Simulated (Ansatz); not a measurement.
Ti$_{3}$SiC$_{2}$:
```
CELL_PARAMETERS angstrom
      3.02016     0.00000     0.00000
     -1.51008     2.61554     0.00000
      0.00000     0.00000    17.43493
ATOMIC_POSITIONS crystal
  Si 0.00000 0.00000 0.25000
  Si 0.00000 0.00000 0.75000
  C  0.33333 0.66667 0.57223
  C  0.66667 0.33333 0.07223
  C  0.33333 0.66667 0.92777
  C  0.66667 0.33333 0.42777
  Ti 0.33333 0.66667 0.13503
  Ti 0.66667 0.33333 0.63503
  Ti 0.33333 0.66667 0.36497
  Ti 0.66667 0.33333 0.86497
  Ti 0.00000 0.00000 0.00000
  Ti 0.00000 0.00000 0.50000
```

Relaxed with LDA. Special points in fractions of this cell's reciprocal vectors: Γ (0.000, 0.000, 0.000); M (0.500, 0.000, 0.000); K (0.333, 0.333, 0.000); A (0.000, 0.000, 0.500); L (0.500, 0.000, 0.500); H (0.333, 0.333, 0.500).

List the band energies nearest the Fermi level at these points for the program Ansatz at the LDA level (PAW).

In eV from the Fermi level; about four levels below and three above (degenerate sets whole), none deeper than 8.9 eV; points with the same levels are listed once.

```tsv
k	below	above
Γ	-1.65 -1.65 -1.61 -1.61 -1.22	0.31 0.55 0.55
M	-1.83 -1.81 -1.73 -1.70	1.41 1.47 1.52
K	-2.10 -2.06 -0.01 -0.01	1.37 1.60 2.09 2.09
A	-1.63 -1.63 -1.63 -1.63 -1.63 -1.63	0.47 0.47 0.57 0.57 0.57 0.57
L	-1.77 -1.77 -1.75 -1.75	1.49 1.49 1.62 1.62
H	-2.08 -2.08 -0.01 -0.01	1.47 1.47 2.03 2.03
```

Space group P6_3/mmc. Symmetry was held in the LDA relaxation; of distortions, only those at the zone centre were tested. The run is not spin-polarised.

Potentials: the later of the program's two PAW sets.
